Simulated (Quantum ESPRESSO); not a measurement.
# AlN (F-43m) in Quantum ESPRESSO: a series of runs

Runs on AlN. Level: AM05. Tasks: phonons.

Everything below comes from runs of Quantum ESPRESSO 7.5. Logs are shortened: lines on timing, memory, paths and dates and some standing lists are left out, and cuts for length are marked.

### Step 1. The structure

Symmetry: F-43m, No. 216, cubic system. Conventional cell: a = 4.368 Å, b = 4.368 Å, c = 4.368 Å, α = 90.00°, β = 90.00°, γ = 90.00°. Al (site symmetry -43m) has 4 N at 1.89 Å as nearest neighbours. Around N (site symmetry -43m) lie 4 Al at 1.89 Å.

Measurements of this composition are mostly on another form, of space group No. 186.

### Step 2. Phonons, AM05

pw.in

```
&CONTROL
  calculation = 'scf'
  prefix = 'pwscf'
  outdir = './tmp'
  pseudo_dir = './pseudo'
  tprnfor = .true.
  tstress = .true.
  disk_io = 'low'
/
&SYSTEM
  ibrav = 0
  nat = 2
  ntyp = 2
  ecutwfc = 84
  nbnd = 9
  input_dft = 'XC-000I-000I-120L-135L-000I-000I'
  occupations = 'smearing'
  smearing = 'fd'
  degauss = 0.00367493
/
&ELECTRONS
  conv_thr = 4d-10
  electron_maxstep = 120
  mixing_beta = 0.5
/
ATOMIC_SPECIES
Al    26.9815 Al.upf
N     14.0070 N.upf
CELL_PARAMETERS angstrom
   0.0000000000    2.1839935596    2.1839935596
   2.1839935596    0.0000000000    2.1839935596
   2.1839935596    2.1839935596    0.0000000000
ATOMIC_POSITIONS crystal
Al     0.0000000000    0.0000000000    0.0000000000
N      0.2500000000    0.2500000000    0.2500000000
K_POINTS automatic
6 6 6 1 1 1
```

relax.in

```
&CONTROL
  calculation = 'vc-relax'
  prefix = 'pwscf'
  outdir = './tmp'
  pseudo_dir = './pseudo'
  tprnfor = .true.
  tstress = .true.
  disk_io = 'low'
  nstep = 40
  forc_conv_thr = 0.0001
  etot_conv_thr = 1d-06
/
&SYSTEM
  ibrav = 0
  nat = 2
  ntyp = 2
  ecutwfc = 84
  nbnd = 9
  input_dft = 'XC-000I-000I-120L-135L-000I-000I'
  occupations = 'smearing'
  smearing = 'fd'
  degauss = 0.00367493
/
&ELECTRONS
  conv_thr = 4d-10
  electron_maxstep = 120
  mixing_beta = 0.5
/
&IONS
  ion_dynamics = 'bfgs'
/
&CELL
  cell_dynamics = 'bfgs'
  press = 0
  press_conv_thr = 0.2
/
ATOMIC_SPECIES
Al    26.9815 Al.upf
N     14.0070 N.upf
CELL_PARAMETERS angstrom
   0.0000000000    2.1839935596    2.1839935596
   2.1839935596    0.0000000000    2.1839935596
   2.1839935596    2.1839935596    0.0000000000
ATOMIC_POSITIONS crystal
Al     0.0000000000    0.0000000000    0.0000000000
N      0.2500000000    0.2500000000    0.2500000000
K_POINTS automatic
6 6 6 1 1 1
```

scf2.in

```
&CONTROL
  calculation = 'scf'
  prefix = 'pwscf'
  outdir = './tmp'
  pseudo_dir = './pseudo'
  tprnfor = .true.
  tstress = .true.
  disk_io = 'low'
/
&SYSTEM
  ibrav = 0
  nat = 2
  ntyp = 2
  ecutwfc = 84
  nbnd = 9
  input_dft = 'XC-000I-000I-120L-135L-000I-000I'
  occupations = 'fixed'
/
&ELECTRONS
  conv_thr = 1d-13
  electron_maxstep = 120
  mixing_beta = 0.5
  startingpot = 'file'
  startingwfc = 'file'
/
ATOMIC_SPECIES
Al    26.9815 Al.upf
N     14.0070 N.upf
CELL_PARAMETERS angstrom
   0.0000000000    2.1914440704    2.1914440704
   2.1914440704    0.0000000000    2.1914440704
   2.1914440704    2.1914440704    0.0000000000
ATOMIC_POSITIONS crystal
Al     0.0000000000    0.0000000000    0.0000000000
N      0.2500000000    0.2500000000    0.2500000000
K_POINTS automatic
6 6 6 1 1 1
```

ph.in

```
phonons of AlN
&INPUTPH
  prefix = 'pwscf'
  outdir = './tmp'
  tr2_ph = 1d-16
  fildyn = 'dyn'
  niter_ph = 60
  alpha_mix(1) = 0.7
  epsil = .true.
/
0.0000000000 0.0000000000 0.0000000000
```

dynmat.in

```
&INPUT
  fildyn = 'dyn'
  asr = 'crystal'
  lperm = .true.
  filout = 'dynmat.disp'
  fileig = 'dynmat.eig'
/
```

dynmat_lo.in

```
&INPUT
  fildyn = 'dyn'
  asr = 'crystal'
  filout = 'dynmat_lo.disp'
  fileig = 'dynmat_lo.eig'
  q(1) = 0
  q(2) = 0
  q(3) = 1
/
```

Potentials or basis: PseudoDojo 0.4.1 SR PBE standard.

Launch:

```
$ OMP_NUM_THREADS=1 pw.x -in pw.in > pw.out
$ OMP_NUM_THREADS=1 pw.x -in relax.in > relax.out
$ OMP_NUM_THREADS=1 pw.x -in scf2.in > scf2.out
$ OMP_NUM_THREADS=1 ph.x -in ph.in > ph.out
$ OMP_NUM_THREADS=1 dynmat.x -in dynmat.in > dynmat.out
$ OMP_NUM_THREADS=1 dynmat.x -in dynmat_lo.in > dynmat_lo.out
```

pw.out:

```text
This program is part of the open-source Quantum ESPRESSO suite
     for quantum simulation of materials; please cite
         "P. Giannozzi et al., J. Phys.:Condens. Matter 21 395502 (2009);
         "P. Giannozzi et al., J. Phys.:Condens. Matter 29 465901 (2017);
         "P. Giannozzi et al., J. Chem. Phys. 152 154105 (2020);
     in publications or presentations arising from this work. More details at

     IMPORTANT: XC functional enforced from input :
     Exchange-correlation= XC-000I-000I-120L-135L-000I-000I
                           (   0   0 120 135   0   0   0)
     Any further DFT definition will be discarded
     Please, verify this is what you really want

     Message from routine setup:
     using ibrav=0 with symmetry is DISCOURAGED, use correct ibrav instead

     G-vector sticks info
     --------------------
     sticks:   dense  smooth     PW     G-vecs:    dense   smooth      PW
     Sum         793     793    253                14553    14553    2637

     Using Slab Decomposition

     bravais-lattice index     =            0
     lattice parameter (alat)  =       5.8367  a.u.
     unit-cell volume          =     140.5985 (a.u.)^3
     number of atoms/cell      =            2
     number of atomic types    =            2
     number of electrons       =         8.00
     number of Kohn-Sham states=            9
     kinetic-energy cutoff     =      84.0000  Ry
     charge density cutoff     =     336.0000  Ry
     scf convergence threshold =      4.0E-10
     mixing beta               =       0.5000
     number of iterations used =            8  plain     mixing
     Exchange-correlation= XC-000I-000I-120L-135L-000I-000I
                           (   0   0 120 135   0   0   0)

     celldm(1)=   5.836671  celldm(2)=   0.000000  celldm(3)=   0.000000
     celldm(4)=   0.000000  celldm(5)=   0.000000  celldm(6)=   0.000000

     crystal axes: (cart. coord. in units of alat)
               a(1) = (   0.000000   0.707107   0.707107 )
               a(2) = (   0.707107   0.000000   0.707107 )
               a(3) = (   0.707107   0.707107   0.000000 )

     reciprocal axes: (cart. coord. in units 2 pi/alat)
               b(1) = ( -0.707107  0.707107  0.707107 )
               b(2) = (  0.707107 -0.707107  0.707107 )
               b(3) = (  0.707107  0.707107 -0.707107 )

     PseudoPot. # 1 for Al read from file:
     Al.upf
     Pseudo is Norm-conserving + core correction, Zval =  3.0
     Generated using ONCVPSP code by D. R. Hamann
     Using radial grid of 1876 points,  6 beta functions with:
                l(1) =   0
                l(2) =   0
                l(3) =   1
                l(4) =   1
                l(5) =   2
                l(6) =   2

     PseudoPot. # 2 for N  read from file:
     N.upf
     Pseudo is Norm-conserving + core correction, Zval =  5.0
     Generated using ONCVPSP code by D. R. Hamann
     Using radial grid of 1058 points,  4 beta functions with:
                l(1) =   0
                l(2) =   0
                l(3) =   1
                l(4) =   1

     atomic species   valence    mass     pseudopotential
     Al                3.00    26.98150     Al( 1.00)
     N                 5.00    14.00700     N ( 1.00)

     24 Sym. Ops. (no inversion) found

   Cartesian axes

     site n.     atom                  positions (alat units)
         1        Al     tau(   1) = (   0.0000000   0.0000000   0.0000000  )
         2        N      tau(   2) = (   0.3535534   0.3535534   0.3535534  )

     number of k points=    28  Fermi-Dirac smearing, width (Ry)=  0.0037
                       cart. coord. in units 2pi/alat
        k(    1) = (   0.0589256   0.0589256   0.0589256), wk =   0.0185185
        k(    2) = (   0.1767767   0.1767767  -0.0589256), wk =   0.0555556
        k(    3) = (   0.2946278   0.2946278  -0.1767767), wk =   0.0555556
        k(    4) = (  -0.2946278  -0.2946278   0.4124790), wk =   0.0555556
        k(    5) = (  -0.1767767  -0.1767767   0.2946278), wk =   0.0555556
        k(    6) = (  -0.0589256  -0.0589256   0.1767767), wk =   0.0555556
[... 20 lines left out ...]
        k(   27) = (   0.2946278   0.2946278   0.2946278), wk =   0.0185185
        k(   28) = (  -0.2946278  -0.2946278   0.8838835), wk =   0.0555556

     Dense  grid:    14553 G-vectors     FFT dimensions: (  36,  36,  36)

     WARNING: libxc functional with ID  120 depends
      on external parameters: check the user_guide of
      QE if you need to modify them or to check their
      default values.

     WARNING: libxc functional with ID  135 depends
      on external parameters: check the user_guide of
      QE if you need to modify them or to check their
      default values.

     Initial potential from superposition of free atoms

     starting charge       7.9975, renormalised to       8.0000
     Starting wfcs are    8 randomized atomic wfcs +    1 random wfcs

     Self-consistent Calculation

     iteration #  1     ecut=    84.00 Ry     beta= 0.50
     Davidson diagonalization with overlap
     ethr =  1.00E-02,  avg # of iterations =  6.1

     total energy              =     -25.30580091 Ry
     estimated scf accuracy    <       0.53480901 Ry

     iteration #  2     ecut=    84.00 Ry     beta= 0.50
     Davidson diagonalization with overlap
     ethr =  6.69E-03,  avg # of iterations =  1.9

     total energy              =     -25.45067652 Ry
     estimated scf accuracy    <       0.06604317 Ry

     iteration #  3     ecut=    84.00 Ry     beta= 0.50
     Davidson diagonalization with overlap
     ethr =  8.26E-04,  avg # of iterations =  1.0

     total energy              =     -25.46114769 Ry
     estimated scf accuracy    <       0.00416801 Ry

     iteration #  4     ecut=    84.00 Ry     beta= 0.50
     Davidson diagonalization with overlap
     ethr =  5.21E-05,  avg # of iterations =  2.3

     total energy              =     -25.46168388 Ry
     estimated scf accuracy    <       0.00089392 Ry

     iteration #  5     ecut=    84.00 Ry     beta= 0.50
     Davidson diagonalization with overlap
     ethr =  1.12E-05,  avg # of iterations =  2.7

     total energy              =     -25.46170950 Ry
     estimated scf accuracy    <       0.00008136 Ry

     iteration #  6     ecut=    84.00 Ry     beta= 0.50
     Davidson diagonalization with overlap
     ethr =  1.02E-06,  avg # of iterations =  3.0

     total energy              =     -25.46173875 Ry
     estimated scf accuracy    <       0.00003471 Ry

     iteration #  7     ecut=    84.00 Ry     beta= 0.50
     Davidson diagonalization with overlap
     ethr =  4.34E-07,  avg # of iterations =  1.0

     total energy              =     -25.46174063 Ry
     estimated scf accuracy    <       0.00000302 Ry

     iteration #  8     ecut=    84.00 Ry     beta= 0.50
     Davidson diagonalization with overlap
     ethr =  3.78E-08,  avg # of iterations =  1.9

     total energy              =     -25.46174111 Ry
     estimated scf accuracy    <       0.00000009 Ry

     iteration #  9     ecut=    84.00 Ry     beta= 0.50
     Davidson diagonalization with overlap
     ethr =  1.06E-09,  avg # of iterations =  3.0

     total energy              =     -25.46174116 Ry
     estimated scf accuracy    <          1.0E-09 Ry

     iteration # 10     ecut=    84.00 Ry     beta= 0.50
     Davidson diagonalization with overlap
     ethr =  1.27E-11,  avg # of iterations =  3.7

     total energy              =     -25.46174115 Ry
     estimated scf accuracy    <       0.00000003 Ry

     iteration # 11     ecut=    84.00 Ry     beta= 0.50
     Davidson diagonalization with overlap
     ethr =  1.27E-11,  avg # of iterations =  3.0

     End of self-consistent calculation

          k = 0.0589 0.0589 0.0589 (  1841 PWs)   bands (ev):

    -7.9675   6.3312   6.8965   6.8965  11.5043  19.1428  19.5264  19.5264
    23.5247

          k = 0.1768 0.1768-0.0589 (  1840 PWs)   bands (ev):

    -7.4473   4.4915   6.3494   6.8640  12.9999  18.2132  19.0806  19.6308
    21.5907

          k = 0.2946 0.2946-0.1768 (  1840 PWs)   bands (ev):

    -6.4291   2.0302   6.0477   6.5797  14.2530  16.5309  18.4994  18.6497
    23.8874

          k =-0.2946-0.2946 0.4125 (  1833 PWs)   bands (ev):

    -5.9624   1.1520   6.1130   6.3403  14.5122  15.8694  18.2940  18.5685
    24.8142

          k =-0.1768-0.1768 0.2946 (  1848 PWs)   bands (ev):

    -6.7786   2.7755   6.3581   6.4403  13.8342  17.0463  18.5591  19.1439
    22.6279

          k =-0.0589-0.0589 0.1768 (  1837 PWs)   bands (ev):

    -7.7003   5.3844   6.6283   6.7193  12.4008  18.4915  19.5529  19.7929
    21.1362

          k = 0.2946 0.0589 0.0589 (  1833 PWs)   bands (ev):

    -7.1981   4.3048   6.2008   6.2270  13.1246  17.6277  18.3809  20.3070
    20.8107

          k = 0.4125 0.1768-0.0589 (  1833 PWs)   bands (ev):

    -6.3687   2.8605   5.2737   5.9789  13.2590  17.1112  17.8851  20.2813
    21.9398

          k =-0.1768-0.4125 0.5303 (  1825 PWs)   bands (ev):

    -5.6776   1.7719   4.6574   5.8028  13.6617  16.2943  19.0094  19.6261
    23.5586

          k =-0.0589-0.2946 0.4125 (  1830 PWs)   bands (ev):

    -6.0783   2.3697   4.6514   6.1947  14.2633  16.2706  18.4065  19.5433
    22.9381

          k = 0.0589-0.1768 0.2946 (  1836 PWs)   bands (ev):

    -6.9765   3.5697   5.8443   6.5811  13.6921  17.4185  18.2341  19.7344
    21.4932

          k = 0.5303 0.0589 0.0589 (  1811 PWs)   bands (ev):

    -5.8626   2.5661   5.1321   5.4005  11.2673  16.1140  19.5507  21.7390
    22.0451

          k =-0.0589-0.5303 0.6482 (  1818 PWs)   bands (ev):

    -5.3809   2.3584   4.1599   5.0350  11.5095  16.6002  19.9241  20.9524
    22.7566

          k = 0.0589-0.4125 0.5303 (  1824 PWs)   bands (ev):

    -5.4901   2.3763   3.5842   5.5729  13.0770  16.9600  19.1857  20.0505
    23.3023

          k = 0.1768-0.2946 0.4125 (  1824 PWs)   bands (ev):

    -6.0215   1.6496   5.5155   6.2420  14.5075  15.7313  18.7699  18.8969
    23.8657

          k =-0.6482 0.0589 0.0589 (  1806 PWs)   bands (ev):

    -5.4092   2.1173   4.8273   5.2079  10.5132  15.7511  20.5217  22.2478
    22.3413

          k =-0.5303 0.1768-0.0589 (  1829 PWs)   bands (ev):

    -5.7686   2.4619   4.6782   5.3626  12.1720  16.8426  18.7623  20.9034
    22.4387

          k =-0.4125 0.0589 0.0589 (  1826 PWs)   bands (ev):

    -6.5369   3.3314   5.6439   5.7544  12.4827  16.8090  18.3877  21.0045
    21.4364

          k = 0.1768 0.1768 0.1768 (  1847 PWs)   bands (ev):

    -7.2115   3.6289   6.6746   6.6746  13.2853  17.8082  19.1784  19.1784
    23.1387

          k = 0.2946 0.2946 0.0589 (  1839 PWs)   bands (ev):

    -6.5739   2.8260   5.2622   6.6317  14.4859  16.5201  18.3888  19.1557
    22.2790

          k =-0.2946-0.2946 0.6482 (  1820 PWs)   bands (ev):

    -5.7526   2.1704   4.0245   6.1295  13.8831  16.3978  18.9725  19.5577
    24.3880

          k =-0.1768-0.1768 0.5303 (  1821 PWs)   bands (ev):

    -5.7238   2.1001   4.5706   5.7238  12.6925  16.8226  18.9782  20.2667
    22.4902

          k = 0.4125 0.1768 0.1768 (  1836 PWs)   bands (ev):

    -6.2357   2.2188   5.6497   6.0104  13.6820  16.5076  18.5108  19.5600
    22.5449

          k =-0.1768-0.4125 0.7660 (  1826 PWs)   bands (ev):

    -5.6233   2.3410   4.1183   5.3857  13.2841  17.0449  18.3980  20.1525
    23.3359

          k =-0.0589-0.2946 0.6482 (  1824 PWs)   bands (ev):

    -5.3521   2.7346   3.6022   4.6789  12.7350  17.6120  18.8587  19.8341
    23.6184

          k =-0.7660 0.1768 0.1768 (  1826 PWs)   bands (ev):

    -5.4104   2.4541   3.5115   5.5642  12.0488  16.9443  19.7593  20.9010
    22.1406

          k = 0.2946 0.2946 0.2946 (  1838 PWs)   bands (ev):

    -6.1941   1.3670   6.4768   6.4768  14.1246  16.8168  18.1450  18.1450
    24.5191

          k =-0.2946-0.2946 0.8839 (  1820 PWs)   bands (ev):

    -5.8125   1.4741   5.1303   6.2094  14.4449  15.6482  18.8774  19.0408
    24.7164

     the Fermi energy is     8.4234 ev

!    total energy              =     -25.46174115 Ry
     estimated scf accuracy    <          1.5E-11 Ry
     smearing contrib. (-TS)   =      -0.00000000 Ry
     internal energy E=F+TS    =     -25.46174115 Ry

     The total energy is F=E-TS. E is the sum of the following terms:
     one-electron contribution =      -0.87038939 Ry
     hartree contribution      =       5.56124591 Ry
     xc contribution           =      -8.35263846 Ry
     ewald contribution        =     -21.79995921 Ry

     convergence has been achieved in  11 iterations

     Forces acting on atoms (cartesian axes, Ry/au):

     atom    1 type  1   force =    -0.00000000   -0.00000000    0.00000000
     atom    2 type  2   force =    -0.00000000   -0.00000000    0.00000000

     Total force =     0.000000     Total SCF correction =     0.000000

     Computing stress (Cartesian axis) and pressure

          total   stress  (Ry/bohr**3)                   (kbar)     P=       20.74
   0.00014102   0.00000000  -0.00000000           20.74        0.00       -0.00
   0.00000000   0.00014102  -0.00000000            0.00       20.74       -0.00
  -0.00000000  -0.00000000   0.00014102           -0.00       -0.00       20.74

=------------------------------------------------------------------------------=
   JOB DONE.
=------------------------------------------------------------------------------=
```

It took 40 s on 1 thread of AMD EPYC 9R45 (Zen 5), shared host; peak memory 0.06 GiB.

What came out:

```yaml
Free_energy: -346.4260 eV
Relaxed_volume: 10.52 Å³/atom
Relaxed_cell: a = 3.099 Å, b = 3.099 Å, c = 3.099 Å, α = 60.00°, β = 60.00°, γ = 60.00°
Space_group_after_relaxing_to_0.05_Å: F-43m (No. 216)
Pressure_after_relaxing: 0.0 GPa
Electronic_dielectric_tensor_diagonal: 4.64
Born_charges_mean_of_the_diagonal: Al +2.52; N -2.52 e
Highest_phonon_frequency_at_Γ_LO-TO_splitting_left_out: 655 cm⁻¹
Most_unstable_mode: 21i cm⁻¹
Static_dielectric_tensor_diagonal: 8.39
```

Step by step:
```tsv
step	energy change (eV)	largest force (eV/Å)	pressure (GPa)	volume (Å³)
1	0.0000	0.0000	2.07	20.83
2	-0.0014	0.0000	-0.07	21.06
3	-0.0014	0.0000	0.00	21.05
```

Final structure:
```xyz
2
Lattice="0.0000 2.1914 2.1914 2.1914 0.0000 2.1914 2.1914 2.1914 0.0000" Properties=species:S:1:pos:R:3 pbc="T T T"
Al    0.0000    0.0000    0.0000
N     1.0957    1.0957    1.0957
```

Levels at points of the mesh, in eV from the valence-band top:
```tsv
k point	band 2	band 3	band 4	band 5	band 6	band 7
(0.08, 0.08, 0.08)	-0.57	0.00	0.00	4.52	12.15	12.53
```

Phonon frequencies in cm⁻¹ (negative: imaginary):
| q point | frequencies |
| --- | --- |
| (0.000, 0.000, 0.000) | -21 -21 -21 655 655 655 |

Electronic dielectric tensor:
```
4.64 0.00 0.00
0.00 4.64 0.00
0.00 0.00 4.64
```

Born effective charge tensors (e):
atom 1, Al
```
2.52 0.00 0.00
0.00 2.52 0.00
0.00 0.00 2.52
```
atom 2, N
```
-2.52  0.00  0.00
 0.00 -2.52  0.00
 0.00  0.00 -2.52
```

Optical modes at Γ, degenerate ones joined, polar ones without the macroscopic field:
```tsv
cm⁻¹	components	symmetry	active in	IR intensity, summed ((D/Å)²/amu)
656	3	T2	IR and Raman	47.74
```

Zone-centre frequencies without and with the macroscopic field along z (cm⁻¹):
|  | optical modes in rising order |
| --- | --- |
| without | 656 656 656 |
| with the field | 656 656 882 |

Static dielectric tensor, electrons and zone-centre modes:
```
8.39 0.00 0.00
0.00 8.39 0.00
0.00 0.00 8.39
```

Caveat: the potentials were made for another functional, which shifts forces and pressure.

(Part 1 of 2 ends here.)
